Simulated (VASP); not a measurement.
Level of theory: revTPSS meta-GGA, VASP's PBE PAW potentials (set 64) (plane waves; VASP).

VASP ran on this input.

INCAR:
```
ISIF = 2   ! forces and stress, cell fixed
LMIXTAU = .TRUE.
LMAXMIX = 4   ! l cut-off of mixed one-centre charges
ENCUT = 520   ! plane-wave cut-off (eV)
PREC = Accurate
LORBIT = 11
LCHARG = .FALSE.
ALGO = Normal   ! blocked Davidson
SYSTEM = CsBr
ISMEAR = -5   ! tetrahedra, Bloechl
LWAVE = .FALSE.
METAGGA = RTPSS
LASPH = .TRUE.
EDIFF = 1E-7   ! SCF stop (eV)
NEDOS = 601   ! DOS grid
LREAL = .FALSE.   ! projection in real space or not
NELM = 100
```

**KPOINTS**
```
K-points
0
gamma
  7 7 7
```

### POSCAR
```
CsBr
8.6712640
  0.5000000104   0.0000000000   0.0000000000
  0.0000000000   0.5000000104   0.0000000000
  0.0000000000   0.0000000000   0.5000000104
Cs Br
1 1
Cartesian
  0.0000000000   0.0000000000   0.0000000000
  0.2500000052   0.2500000052   0.2500000052
```

### KPOINTS_OPT
```
k-points along high-symmetry lines
10
Line-mode
Reciprocal
  0.000000   0.000000   0.000000 ! GAMMA
  0.000000   0.500000   0.000000 ! X

  0.000000   0.500000   0.000000 ! X
  0.500000   0.500000   0.000000 ! M

  0.500000   0.500000   0.000000 ! M
  0.000000   0.000000   0.000000 ! GAMMA

  0.000000   0.000000   0.000000 ! GAMMA
  0.500000   0.500000   0.500000 ! R

  0.500000   0.500000   0.500000 ! R
  0.000000   0.500000   0.000000 ! X

  0.500000   0.500000   0.500000 ! R
  0.500000   0.500000   0.000000 ! M
```

POTCAR, in this order: Cs_sv Br (PBE.64 set). Program: vasp_std.

Output of the run:

OSZICAR:
```
       N       E                     dE             d eps       ncg     rms          rms(c)
DAV:   1     0.149481085384E+03    0.14948E+03   -0.64192E+03   480   0.116E+03
DAV:   2     0.317921332771E+02   -0.11769E+03   -0.11009E+03   864   0.292E+02
DAV:   3     0.211842428769E+02   -0.10608E+02   -0.10546E+02   632   0.799E+01
DAV:   4     0.208949230492E+02   -0.28932E+00   -0.28874E+00   660   0.212E+01
DAV:   5     0.208880733357E+02   -0.68497E-02   -0.68469E-02   676   0.232E+00    0.183E+00
DAV:   6     0.228341958358E+02    0.19461E+01   -0.23990E+00   488   0.222E+01    0.910E-01
DAV:   7     0.234931753045E+02    0.65898E+00   -0.67221E-01   564   0.835E+00    0.643E-01
DAV:   8     0.233551782869E+02   -0.13800E+00   -0.90521E-02   588   0.257E+00    0.499E-01
DAV:   9     0.233814032020E+02    0.26225E-01   -0.19886E-02   496   0.179E+00    0.299E-01
DAV:  10     0.233323931042E+02   -0.49010E-01   -0.37236E-02   536   0.203E+00    0.833E-02
DAV:  11     0.233227860971E+02   -0.96070E-02   -0.16548E-03   596   0.487E-01    0.537E-02
DAV:  12     0.233258632795E+02    0.30772E-02   -0.11127E-03   528   0.468E-01    0.193E-02
DAV:  13     0.233218872031E+02   -0.39761E-02   -0.81042E-04   528   0.384E-01    0.198E-02
DAV:  14     0.233218744590E+02   -0.12744E-04   -0.23718E-05   608   0.723E-02    0.177E-02
DAV:  15     0.233218833664E+02    0.89075E-05   -0.11801E-04   556   0.747E-02    0.791E-03
DAV:  16     0.233218620883E+02   -0.21278E-04   -0.14737E-05   552   0.325E-02    0.400E-03
DAV:  17     0.233218591997E+02   -0.28886E-05   -0.16987E-06   560   0.138E-02    0.534E-03
DAV:  18     0.233218599557E+02    0.75598E-06   -0.23341E-06   568   0.103E-02    0.106E-03
DAV:  19     0.233218597992E+02   -0.15653E-06   -0.37745E-07   528   0.719E-03    0.495E-04
DAV:  20     0.233218597544E+02   -0.44807E-07   -0.13179E-08   336   0.118E-03
   1 F= 0.23321860E+02 E0= 0.23321860E+02  d E =0.000000E+00
       N       E                     dE             ncg
       N       E                     dE             ncg
       N       E                     dE             ncg
```

File OUTCAR:
```
------------------------ aborting loop because EDIFF is reached ----------------------------------------
  FORCE on cell =-STRESS in cart. coord.  units (eV):
  Direction    XX          YY          ZZ          XY          YZ          ZX
  --------------------------------------------------------------------------------------
  Total       -0.0092300     -0.0092300     -0.0092300     -0.0000000      0.0000000     -0.0000000
  in kB       -0.1814490     -0.1814490     -0.1814490     -0.0000000      0.0000000     -0.0000000
  external PRESSURE =      -0.1814490 kB  Pullay stress =       0.0000000 kB
  volume of cell :       81.50
      direct lattice vectors                 reciprocal lattice vectors
     4.335632090  0.000000000  0.000000000     0.230646877  0.000000000  0.000000000
     0.000000000  4.335632090  0.000000000     0.000000000  0.230646877  0.000000000
     0.000000000  0.000000000  4.335632090     0.000000000  0.000000000  0.230646877
 POSITION                                       TOTAL-FORCE (eV/Angst)
 -----------------------------------------------------------------------------------
      0.00000      0.00000      0.00000         0.000000      0.000000      0.000000
      2.16782      2.16782      2.16782         0.000000      0.000000      0.000000
 -----------------------------------------------------------------------------------
    total drift:                                0.000000      0.000000     -0.000000
  FREE ENERGIE OF THE ION-ELECTRON SYSTEM (eV)
  ---------------------------------------------------
  free  energy   TOTEN  =        23.3218597544 eV

  energy  without entropy=       23.3218597544  energy(sigma->0) =       23.32185975

 total charge

# of ion       s       p       d       tot
------------------------------------------
    1        1.888   4.721   0.027   6.636
    2        1.566   3.282   0.002   4.849
--------------------------------------------------
tot          3.454   8.003   0.028  11.485
```
(Selected blocks of OUTCAR.)

The compound is CsBr in the CsCl type structure. It was relaxed first.
